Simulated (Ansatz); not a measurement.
Ag: input, output and frames of a trajectory

Level of theory: DFT PBE, scalar-relativistic, plane waves, PAW in Ansatz 0.2.0. Settings: plane waves to 420 eV, k-mesh 2×2×2 (shifted by 0.5, 0.5, 0.5 steps), Fermi–Dirac smearing 0.05 eV. The mesh is coarse. No spin polarisation.

32 atoms, starting at 1.03 times the perfect crystal's volume (space group Im-3m); Langevin thermostat at 300 K (friction 0.02 fs⁻¹), fixed cell; 53 steps of 3 fs. The run is short and not equilibrated.

Self-consistency was reached.

Time: 59 min on 4 threads of AMD EPYC (Zen 3), on a shared host, peak memory 4.2 GiB.

Command:
```bash
ansatz run input.yaml --threads 4 --pin off --max-ram 9216MiB --backend cpu --events-out ev --progress --plain --runs-dir out
```

Input:
```yaml
crystal:
  lattice:
    - [-6.6718109981, 6.6718109981, 0.0]
    - [-6.6718109981, 0.0, 6.6718109981]
    - [0.0, 6.6718109981, 6.6718109981]
  atoms:
    - { symbol: Ag, position: [0.0, 0.0, 0.0] }
    - { symbol: Ag, position: [0.5, 0.0, 0.0] }
    - { symbol: Ag, position: [0.0, 0.5, 0.0] }
    - { symbol: Ag, position: [0.125, 0.125, 0.125] }
    - { symbol: Ag, position: [0.5, 0.5, 0.0] }
    - { symbol: Ag, position: [0.625, 0.125, 0.125] }
    - { symbol: Ag, position: [0.125, 0.625, 0.125] }
    - { symbol: Ag, position: [0.25, 0.25, 0.25] }
    - { symbol: Ag, position: [1.0, 0.0, 0.5] }
    - { symbol: Ag, position: [0.625, 0.625, 0.125] }
    - { symbol: Ag, position: [0.75, 0.25, 0.25] }
    - { symbol: Ag, position: [0.25, 0.75, 0.25] }
    - { symbol: Ag, position: [0.375, 0.375, 0.375] }
    - { symbol: Ag, position: [0.5, 0.0, 0.5] }
    - { symbol: Ag, position: [0.0, 0.5, 0.5] }
    - { symbol: Ag, position: [0.125, 0.125, 0.625] }
    - { symbol: Ag, position: [0.75, 0.75, 0.25] }
    - { symbol: Ag, position: [0.875, 0.375, 0.375] }
    - { symbol: Ag, position: [0.375, 0.875, 0.375] }
    - { symbol: Ag, position: [0.5, 0.5, 0.5] }
    - { symbol: Ag, position: [0.625, 0.125, 0.625] }
    - { symbol: Ag, position: [0.125, 0.625, 0.625] }
    - { symbol: Ag, position: [0.25, 0.25, 0.75] }
    - { symbol: Ag, position: [0.875, 0.875, 0.375] }
    - { symbol: Ag, position: [0.625, 0.625, 0.625] }
    - { symbol: Ag, position: [0.75, 0.25, 0.75] }
    - { symbol: Ag, position: [0.25, 0.75, 0.75] }
    - { symbol: Ag, position: [0.375, 0.375, 0.875] }
    - { symbol: Ag, position: [0.75, 0.75, 0.75] }
    - { symbol: Ag, position: [0.875, 0.375, 0.875] }
    - { symbol: Ag, position: [0.375, 0.875, 0.875] }
    - { symbol: Ag, position: [0.875, 0.875, 0.875] }
basis:
  ecutwfc: 420
kpoints:
  mp_grid: { grid: [2, 2, 2], shift: [0.5, 0.5, 0.5] }
hamiltonian:
  xc: pbe
scf:
  occupations: { method: fermi_dirac, width: 0.05 }
  lower_state_search: "off"
  convergence: { dr2_threshold: 1.0e-07 }
output:
  forces: true
  stress: true
md:
  timestep: 3.0
  n_steps: 53
  ensemble: nvt_langevin
  temperature: 300.0
  initial_velocities: maxwell_boltzmann
  seed: 14947
  friction: 0.02
```

Output (its end):
```
...
  E_closure    = -0.000000  (closes the sum)
  Σ components = -242895.425450   (vs F -242895.425450, Δ=0.00e0)
--- Forces (eV/Å), atoms counted from 1 ---
  atom   1  Ag    -0.66146060    -0.44630839     0.23695237
  atom   2  Ag    -0.20721915    -0.16040001    -0.05098997
  atom   3  Ag    -0.05442775     0.64457302    -0.13120512
  atom   4  Ag    -0.33952789    -0.28425593     0.09754551
  atom   5  Ag     0.39301378     0.09455229     0.30031499
  atom   6  Ag     0.48239569    -0.35183760     0.29168531
  atom   7  Ag    -0.13144459     0.44216156    -0.51597590
  atom   8  Ag    -0.24291137    -0.55888996     0.49413146
  atom   9  Ag     0.25064383     0.01569814     0.13959185
  atom  10  Ag     0.20377307    -0.33459852     0.42323096
  atom  11  Ag    -0.46580169     0.28210443    -0.04330065
  atom  12  Ag    -0.25683558     0.01735825    -0.33239893
  atom  13  Ag    -0.03398660     0.19488094    -0.38522412
  atom  14  Ag     0.05667786    -0.44733410    -0.56699068
  atom  15  Ag    -0.49775424     0.38715530     0.21004666
  atom  16  Ag     0.21196100     0.37692828     0.29044310
  atom  17  Ag     0.78413517    -0.12652959    -0.01520594
  atom  18  Ag     0.02348485    -0.43518046    -0.17575050
  atom  19  Ag     0.21059448     0.54136631    -0.26961483
  atom  20  Ag     0.16362699    -0.12544418    -0.32168593
  atom  21  Ag     0.11548018     0.36638079     0.36272838
  atom  22  Ag     0.56202300     0.01873130     0.09556168
  atom  23  Ag     0.22498545    -0.07627643    -0.31781431
  atom  24  Ag    -0.05850633    -0.34906765     0.16193597
  atom  25  Ag     0.31013114    -0.63250144     0.23080570
  atom  26  Ag    -0.46234347     0.18511785    -0.82182799
  atom  27  Ag    -0.06186209     0.65769389     0.02013919
  atom  28  Ag     0.00564688    -0.17698280     0.41731601
  atom  29  Ag     0.04589457     0.51675520     0.58129191
  atom  30  Ag     0.11151842     0.14204172    -0.15095796
  atom  31  Ag    -0.34535099     0.12224048    -0.42949064
  atom  32  Ag    -0.33657653    -0.50011537     0.17474363
  max |Σ_I F_I| component: 3.12e-5 eV/Å
--- Stress (GPa, compression-positive) ---
       -0.859995       0.398168       0.555260
        0.398168      -0.931104      -0.508982
        0.555260      -0.508982      -0.856469
  P = ⅓ Tr σ = -0.8825 GPa (-8.825 kbar)
--- MD trajectory: 53 steps, t = 0.0 → 159.0 fs ---
  final state: T = 309.8 K   F+E_penalty+E_count = -242895.42545040 eV   E_kin = 1.281620 eV
```

Frames along the run (Å, eV/Å; dE is the potential energy from the first frame):

```xyz
32
Lattice="-6.672 6.672 0.000 -6.672 0.000 6.672 0.000 6.672 6.672" Properties=species:S:1:pos:R:3:forces:R:3 pbc="T T T" time_fs=0.00 dE_eV=0.0000 T_K=291
Ag    0.000    0.000    0.000    0.000    0.000    0.000
Ag   -3.336    3.336    0.000    0.000    0.000    0.000
Ag   -3.336    0.000    3.336    0.000    0.000    0.000
Ag   -1.668    1.668    1.668    0.000    0.000    0.000
Ag   -6.672    3.336    3.336    0.000    0.000    0.000
Ag   -5.004    5.004    1.668    0.000    0.000    0.000
Ag   -5.004    1.668    5.004    0.000    0.000    0.000
Ag   -3.336    3.336    3.336    0.000    0.000    0.000
Ag   -6.672   10.008    3.336    0.000    0.000    0.000
Ag   -8.340    5.004    5.004    0.000    0.000    0.000
Ag   -6.672    6.672    3.336    0.000    0.000    0.000
Ag   -6.672    3.336    6.672    0.000    0.000    0.000
Ag   -5.004    5.004    5.004    0.000    0.000    0.000
Ag   -3.336    6.672    3.336    0.000    0.000    0.000
Ag   -3.336    3.336    6.672    0.000    0.000    0.000
Ag   -1.668    5.004    5.004    0.000    0.000    0.000
Ag  -10.008    6.672    6.672    0.000    0.000    0.000
Ag   -8.340    8.340    5.004    0.000    0.000    0.000
Ag   -8.340    5.004    8.340    0.000    0.000    0.000
Ag   -6.672    6.672    6.672    0.000    0.000    0.000
Ag   -5.004    8.340    5.004    0.000    0.000    0.000
Ag   -5.004    5.004    8.340    0.000    0.000    0.000
Ag   -3.336    6.672    6.672    0.000    0.000    0.000
Ag  -11.676    8.340    8.340    0.000    0.000    0.000
Ag   -8.340    8.340    8.340    0.000    0.000    0.000
Ag   -6.672   10.008    6.672    0.000    0.000    0.000
Ag   -6.672    6.672   10.008    0.000    0.000    0.000
Ag   -5.004    8.340    8.340    0.000    0.000    0.000
Ag  -10.008   10.008   10.008    0.000    0.000    0.000
Ag   -8.340   11.676    8.340    0.000    0.000    0.000
Ag   -8.340    8.340   11.676    0.000    0.000    0.000
Ag  -11.676   11.676   11.676    0.000    0.000    0.000
32
Lattice="-6.672 6.672 0.000 -6.672 0.000 6.672 0.000 6.672 6.672" Properties=species:S:1:pos:R:3:forces:R:3 pbc="T T T" time_fs=27.00 dE_eV=0.2366 T_K=296
Ag    0.012   -0.021    0.020   -0.022    0.095   -0.031
Ag   -3.318    3.398   -0.083   -0.295   -0.276    0.341
Ag   -3.307   -0.021    3.300   -0.173    0.186    0.084
Ag   -1.647    1.688    1.694   -0.124    0.057   -0.134
Ag   -6.672    3.219    3.336   -0.028    0.367   -0.116
Ag   -4.965    5.009    1.717   -0.211   -0.113   -0.166
Ag   -4.997    1.741    4.986   -0.029   -0.445    0.138
Ag   -3.409    3.338    3.315    0.322   -0.125    0.043
Ag   -6.648   10.053    3.348    0.018   -0.223   -0.027
Ag   -8.410    4.979    4.977    0.394    0.143   -0.176
Ag   -6.628    6.702    3.290   -0.108   -0.130    0.262
Ag   -6.664    3.366    6.707    0.105   -0.104   -0.189
Ag   -4.978    5.016    4.997   -0.217   -0.060   -0.033
Ag   -3.358    6.691    3.365    0.259   -0.002    0.054
Ag   -3.388    3.346    6.679    0.317    0.016   -0.017
Ag   -1.630    4.975    4.978   -0.261    0.088    0.130
Ag  -10.041    6.642    6.677    0.120    0.115   -0.081
Ag   -8.289    8.305    4.999   -0.230    0.154   -0.024
Ag   -8.333    4.926    8.304   -0.163    0.284    0.207
Ag   -6.688    6.658    6.661   -0.034   -0.176    0.039
Ag   -5.043    8.352    5.037    0.084    0.040   -0.081
Ag   -5.002    4.971    8.353   -0.003    0.257   -0.056
Ag   -3.374    6.686    6.667    0.270   -0.137    0.019
Ag  -11.658    8.304    8.349   -0.085    0.140   -0.141
Ag   -8.385    8.322    8.319    0.085   -0.049   -0.095
Ag   -6.679   10.022    6.686    0.009    0.051    0.059
Ag   -6.699    6.647    9.975   -0.015    0.162    0.042
Ag   -5.023    8.298    8.287    0.097    0.143    0.077
Ag  -10.018    9.973    9.933    0.008    0.051    0.317
Ag   -8.288   11.697    8.396   -0.107   -0.153   -0.185
Ag   -8.322    8.378   11.738   -0.045   -0.225   -0.131
Ag  -11.698   11.732   11.675    0.064   -0.132   -0.130
32
Lattice="-6.672 6.672 0.000 -6.672 0.000 6.672 0.000 6.672 6.672" Properties=species:S:1:pos:R:3:forces:R:3 pbc="T T T" time_fs=54.00 dE_eV=0.8077 T_K=312
Ag    0.052   -0.069    0.035   -0.087    0.283   -0.093
Ag   -3.237    3.426   -0.159   -0.893   -0.368    0.733
Ag   -3.337   -0.103    3.263   -0.119    0.536    0.130
Ag   -1.611    1.677    1.689   -0.278    0.052   -0.082
Ag   -6.708    3.150    3.342   -0.042    0.543   -0.298
Ag   -4.938    5.048    1.751   -0.379   -0.076   -0.345
Ag   -5.001    1.734    4.917    0.081   -0.514    0.405
Ag   -3.495    3.338    3.220    0.707   -0.286    0.328
Ag   -6.598   10.118    3.338   -0.181   -0.547   -0.040
Ag   -8.449    4.989    4.956    0.706    0.307   -0.328
Ag   -6.672    6.686    3.281    0.267    0.002    0.411
Ag   -6.679    3.357    6.721    0.282   -0.103   -0.338
Ag   -4.964    4.981    4.989   -0.433    0.015   -0.108
Ag   -3.363    6.689    3.431    0.362    0.071    0.006
Ag   -3.407    3.399    6.645    0.426   -0.305    0.073
Ag   -1.621    4.899    5.002   -0.342    0.275    0.028
Ag  -10.059    6.642    6.678    0.107    0.125   -0.220
Ag   -8.218    8.300    4.973   -0.430    0.239    0.052
Ag   -8.347    4.882    8.279   -0.171    0.519    0.386
Ag   -6.669    6.640    6.689   -0.161   -0.207   -0.041
Ag   -5.065    8.369    5.079    0.042    0.044   -0.245
Ag   -5.004    4.933    8.334   -0.030    0.371   -0.130
Ag   -3.457    6.695    6.684    0.613   -0.283   -0.116
Ag  -11.647    8.323    8.359   -0.197   -0.058   -0.213
Ag   -8.454    8.308    8.299    0.265   -0.079   -0.116
Ag   -6.650   10.046    6.721   -0.075    0.006    0.124
Ag   -6.683    6.608    9.972   -0.266    0.298   -0.063
Ag   -5.015    8.286    8.265   -0.031    0.242    0.193
Ag  -10.047    9.945    9.897    0.184    0.192    0.545
Ag   -8.240   11.733    8.433   -0.286   -0.456   -0.405
Ag   -8.322    8.407   11.794    0.038   -0.634   -0.321
Ag  -11.732   11.747   11.645    0.322   -0.204    0.088
32
Lattice="-6.672 6.672 0.000 -6.672 0.000 6.672 0.000 6.672 6.672" Properties=species:S:1:pos:R:3:forces:R:3 pbc="T T T" time_fs=78.00 dE_eV=1.1572 T_K=228
Ag    0.098   -0.024    0.016   -0.141    0.066   -0.087
Ag   -3.212    3.444   -0.194   -1.041   -0.311    0.917
Ag   -3.385   -0.154    3.237   -0.069    0.680    0.117
Ag   -1.601    1.694    1.646   -0.312   -0.112    0.109
Ag   -6.721    3.069    3.340   -0.191    0.786   -0.370
Ag   -4.933    5.077    1.778   -0.494    0.129   -0.522
Ag   -4.994    1.700    4.853    0.249   -0.430    0.592
Ag   -3.541    3.341    3.132    0.956   -0.344    0.798
Ag   -6.600   10.129    3.332   -0.349   -0.725   -0.030
Ag   -8.463    5.029    4.948    0.815    0.296   -0.417
Ag   -6.656    6.667    3.291    0.220    0.235    0.425
Ag   -6.710    3.361    6.697    0.298   -0.024   -0.358
Ag   -4.951    4.987    5.025   -0.542    0.044   -0.442
Ag   -3.378    6.769    3.473    0.348   -0.147   -0.089
Ag   -3.433    3.418    6.597    0.569   -0.504    0.215
Ag   -1.627    4.899    5.009   -0.283    0.281   -0.007
Ag  -10.085    6.637    6.661    0.105    0.112   -0.230
Ag   -8.237    8.311    4.962   -0.345    0.190    0.081
Ag   -8.375    4.901    8.320   -0.103    0.508    0.246
Ag   -6.668    6.617    6.711   -0.223   -0.052   -0.058
Ag   -5.080    8.360    5.083   -0.043    0.132   -0.150
Ag   -5.035    4.887    8.312    0.052    0.447   -0.144
Ag   -3.476    6.679    6.690    0.663   -0.277   -0.069
Ag  -11.643    8.344    8.332   -0.239   -0.071   -0.152
Ag   -8.500    8.321    8.275    0.349   -0.123   -0.192
Ag   -6.608   10.066    6.749   -0.229   -0.007    0.091
Ag   -6.665    6.602    9.977   -0.345    0.307   -0.149
Ag   -4.978    8.306    8.265   -0.222    0.031    0.014
Ag  -10.057    9.938    9.900    0.247    0.239    0.576
Ag   -8.239   11.766    8.454   -0.169   -0.590   -0.571
Ag   -8.343    8.391   11.828    0.121   -0.720   -0.429
Ag  -11.739   11.693   11.614    0.349   -0.047    0.283
32
Lattice="-6.672 6.672 0.000 -6.672 0.000 6.672 0.000 6.672 6.672" Properties=species:S:1:pos:R:3:forces:R:3 pbc="T T T" time_fs=105.00 dE_eV=1.0783 T_K=317
Ag    0.165    0.053   -0.044   -0.290   -0.441    0.063
Ag   -3.204    3.418   -0.208   -0.835   -0.040    0.704
Ag   -3.397   -0.149    3.228   -0.060    0.593   -0.063
Ag   -1.570    1.660    1.609   -0.393   -0.118    0.187
Ag   -6.761    3.069    3.301    0.061    0.448    0.007
Ag   -4.977    5.086    1.776   -0.294    0.179   -0.437
Ag   -4.959    1.625    4.882    0.027    0.114    0.071
Ag   -3.555    3.349    3.111    1.009   -0.197    1.034
Ag   -6.656   10.068    3.290   -0.330   -0.540    0.222
Ag   -8.424    5.066    4.913    0.541    0.112   -0.181
Ag   -6.605    6.683    3.327   -0.026    0.268    0.276
Ag   -6.742    3.392    6.647    0.167   -0.083   -0.336
Ag   -4.969    5.009    5.069   -0.398   -0.044   -0.530
Ag   -3.392    6.823    3.506    0.303   -0.332   -0.332
Ag   -3.400    3.382    6.571    0.369   -0.292    0.245
Ag   -1.659    4.912    5.021   -0.037    0.179   -0.036
Ag  -10.140    6.636    6.641    0.339   -0.047   -0.161
Ag   -8.291    8.365    4.947   -0.208    0.023    0.097
Ag   -8.401    4.947    8.330   -0.132    0.402    0.124
Ag   -6.684    6.635    6.714   -0.165   -0.007    0.006
Ag   -5.101    8.332    5.075   -0.029    0.329    0.056
Ag   -5.087    4.820    8.310    0.361    0.607   -0.160
Ag   -3.428    6.638    6.705    0.395   -0.252    0.077
Ag  -11.661    8.378    8.276   -0.109   -0.024    0.078
Ag   -8.499    8.323    8.231    0.282   -0.254   -0.134
Ag   -6.558   10.055    6.829   -0.396    0.083   -0.294
Ag   -6.675    6.566    9.986   -0.292    0.472   -0.239
Ag   -4.913    8.349    8.254   -0.356   -0.375   -0.077
Ag  -10.025    9.903    9.913    0.182    0.240    0.532
Ag   -8.231   11.764    8.464   -0.044   -0.378   -0.565
Ag   -8.334    8.301   11.877    0.159   -0.399   -0.629
Ag  -11.723   11.660   11.553    0.199   -0.227    0.395
32
Lattice="-6.672 6.672 0.000 -6.672 0.000 6.672 0.000 6.672 6.672" Properties=species:S:1:pos:R:3:forces:R:3 pbc="T T T" time_fs=132.00 dE_eV=1.1240 T_K=342
Ag    0.235    0.052   -0.116   -0.550   -0.543    0.266
Ag   -3.236    3.433   -0.164   -0.464   -0.077    0.305
Ag   -3.379   -0.153    3.192   -0.033    0.671   -0.258
Ag   -1.559    1.639    1.575   -0.440   -0.243    0.141
Ag   -6.823    3.130    3.255    0.331    0.152    0.268
Ag   -5.042    5.094    1.710    0.109   -0.031    0.006
Ag   -4.927    1.600    4.901   -0.074    0.497   -0.424
Ag   -3.501    3.385    3.113    0.550   -0.203    0.856
Ag   -6.711   10.002    3.252   -0.080   -0.177    0.340
Ag   -8.413    5.118    4.861    0.419   -0.161    0.151
Ag   -6.565    6.702    3.324   -0.343    0.108    0.051
Ag   -6.755    3.389    6.627    0.029    0.006   -0.285
Ag   -5.018    4.969    5.077   -0.208    0.061   -0.486
Ag   -3.384    6.878    3.543    0.303   -0.611   -0.580
Ag   -3.327    3.354    6.546   -0.155    0.006    0.344
Ag   -1.705    4.890    4.979    0.185    0.302   -0.048
Ag  -10.183    6.642    6.634    0.624   -0.111   -0.044
Ag   -8.320    8.401    4.978   -0.068   -0.204   -0.063
Ag   -8.432    4.978    8.351   -0.026    0.405   -0.047
Ag   -6.729    6.671    6.736   -0.037   -0.074   -0.120
Ag   -5.116    8.294    5.033   -0.052    0.589    0.401
Ag   -5.150    4.855    8.287    0.554    0.269   -0.057
Ag   -3.434    6.588    6.739    0.337   -0.166   -0.119
Ag  -11.664    8.439    8.261   -0.085   -0.182    0.033
Ag   -8.498    8.349    8.177    0.226   -0.431    0.035
Ag   -6.529   10.015    6.866   -0.469    0.132   -0.707
Ag   -6.687    6.528    9.966   -0.234    0.621   -0.069
Ag   -4.884    8.368    8.239   -0.249   -0.412    0.190
Ag   -9.989    9.860    9.919    0.100    0.401    0.531
Ag   -8.247   11.708    8.375    0.025   -0.010   -0.331
Ag   -8.292    8.258   11.905   -0.100   -0.143   -0.590
Ag  -11.642   11.655   11.501   -0.125   -0.441    0.311
32
Lattice="-6.672 6.672 0.000 -6.672 0.000 6.672 0.000 6.672 6.672" Properties=species:S:1:pos:R:3:forces:R:3 pbc="T T T" time_fs=159.00 dE_eV=1.2892 T_K=310
Ag    0.289    0.041   -0.160   -0.661   -0.446    0.237
Ag   -3.261    3.446   -0.088   -0.207   -0.160   -0.051
Ag   -3.340   -0.149    3.112   -0.054    0.645   -0.131
Ag   -1.572    1.617    1.554   -0.340   -0.284    0.098
Ag   -6.836    3.132    3.240    0.393    0.095    0.300
Ag   -5.100    5.107    1.664    0.482   -0.352    0.292
Ag   -4.870    1.630    4.885   -0.131    0.442   -0.516
Ag   -3.377    3.443    3.151   -0.243   -0.559    0.494
Ag   -6.756    9.956    3.262    0.251    0.016    0.140
Ag   -8.370    5.142    4.791    0.204   -0.335    0.423
Ag   -6.516    6.686    3.330   -0.466    0.282   -0.043
Ag   -6.735    3.365    6.639   -0.257    0.017   -0.332
Ag   -5.076    4.910    5.069   -0.034    0.195   -0.385
Ag   -3.367    6.843    3.564    0.057   -0.447   -0.567
Ag   -3.271    3.351    6.530   -0.498    0.387    0.210
Ag   -1.687    4.894    4.907    0.212    0.377    0.290
Ag  -10.188    6.646    6.642    0.784   -0.127   -0.015
Ag   -8.334    8.421    4.994    0.023   -0.435   -0.176
Ag   -8.443    4.984    8.374    0.211    0.541   -0.270
Ag   -6.818    6.697    6.773    0.164   -0.125   -0.322
Ag   -5.137    8.322    5.041    0.115    0.366    0.363
Ag   -5.188    4.907    8.263    0.562    0.019    0.096
Ag   -3.409    6.544    6.743    0.225   -0.076   -0.318
Ag  -11.661    8.497    8.225   -0.059   -0.349    0.162
Ag   -8.530    8.402    8.150    0.310   -0.633    0.231
Ag   -6.518    9.975    6.872   -0.462    0.185   -0.822
Ag   -6.702    6.532    9.957   -0.062    0.658    0.020
Ag   -4.896    8.328    8.240    0.006   -0.177    0.417
Ag   -9.983    9.809    9.950    0.046    0.517    0.581
Ag   -8.257   11.643    8.314    0.112    0.142   -0.151
Ag   -8.237    8.206   11.889   -0.345    0.122   -0.429
Ag  -11.545   11.674   11.477   -0.337   -0.500    0.175
```